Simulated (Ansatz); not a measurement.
## Al$_{2}$Ru: enthalpy against pressure

Al$_{2}$Ru, I4/mmm, a = 3.121 Å, c = 8.423 Å. The structure is a Materials Project entry; whether it is the stable form wasn't checked. Ansatz: PBEsol, PAW, 420 eV, Γ-centred 18×18×18 mesh on 3 atoms, Gaussian smearing 0.10 eV; no spin polarisation. Cell and atoms are relaxed at each pressure, and no other structure is tried, so the rows at high pressure may lie past a change of phase. y is the enthalpy over the state at zero pressure; there V0 = 13.678 Å³/atom. The pressures are the targets, met within 0.04 GPa.

| P (GPa) | y (eV/atom) |
| --- | --- |
| -1.0 | -0.0856 |
| 0.0 | 0.0000 |
| 1.0 | 0.0851 |
| 4.0 | 0.3378 |
| 12.0 | ? |
| 25.0 | 2.0124 |
| 50.0 | 3.8490 |
| 90.0 | 6.5502 |

**Question.** Fit y = c1 P + c2 P² + c3 P³ to the other rows, say what c1 and c2 mean, and predict the missing value.

**Answer.** Least squares on the rows shown. y = 0.084791 P − 0.00018493 P² + 5.7196×10⁻⁷ P³. Since dH/dP = V, c1 is V0: 0.084791 eV/GPa × 160.2 = 13.584 Å³ against 13.678; c2 = −V0/(2B0) gives B0 = 229 GPa, where a Birch–Murnaghan fit to the volumes of the same runs (not shown) gives 179 GPa: a cubic over this range folds the higher terms into c2. At P = 12.0 the fit asked for gives 0.9919 eV/atom. The run gave 0.9934 eV/atom, so the fit is 0.0015 eV/atom too low, within twice the rms miss on the fitted rows (0.0008 eV/atom).

The mesh isn't the same in all rows (18×18×18, 20×20×20).